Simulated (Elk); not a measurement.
The cell is the one relaxed in the Materials Project (mp-1059259), not relaxed further here; entries there can be hypothetical.

A run on Cu: DFT, PBE, all-electron APW+lo, Dirac cores, scalar-relativistic bands (Elk 11.2.3 with local patches). The input:

```
tasks
  0
  110
  115

xctype
  20

rgkmax
  8.0

gmaxvr
  16.0

lmaxapw
  10

lmaxo
  7

lmaxi
  3

nrmtscf
  2.0

nempty
  8

epspot
  1e-06

epsengy
  1e-05

maxscl
  60

hmaxvr
  6.0

lradstp
  4

swidth
  0.003

mixtype
  0

beta0
  0.05

tforce
  .true.

sppath
  './'

avec
  2.30256266690 -7.51426540764 0.00000000000
  2.30256266690 7.51426540764 0.00000000000
  0.00000000000 0.00000000000 4.67800856215

atoms
  1
  'Cu.in'
  2
  0.133866650000 0.866133350000 0.250000000000   0.000 0.000 0.000
  0.866133350000 0.133866650000 0.750000000000   0.000 0.000 0.000

ngridk
  12 12 12
```

Sphere radii set in the species files: Cu 2.11 bohr.

Total energy and RMS change of the potential by loop (first and last loops):

| loop | E (Ha) | RMS ΔV (Ha) |
| --- | --- | --- |
| 1 | -3309.126633 | – |
| 2 | -3309.557743 | 3.05e-01 |
| 3 | -3309.844962 | 2.23e-01 |
| 4 | -3310.037968 | 1.70e-01 |
| 5 | -3310.167891 | 1.39e-01 |
| 53 | -3310.094437 | 1.19e-02 |
| 54 | -3310.092170 | 1.13e-02 |
| 55 | -3310.090019 | 1.07e-02 |
| 56 | -3310.087977 | 1.02e-02 |
| 57 | -3310.086040 | 9.65e-03 |
| 58 | -3310.084201 | 9.16e-03 |
| 59 | -3310.082456 | 8.69e-03 |
| 60 | -3310.080800 | – |

Question: Can this result be used?

Answer: No. The loop stopped after 60 iterations without meeting its targets: with linear mixing, beta0 = 0.05 the potential settles too slowly.
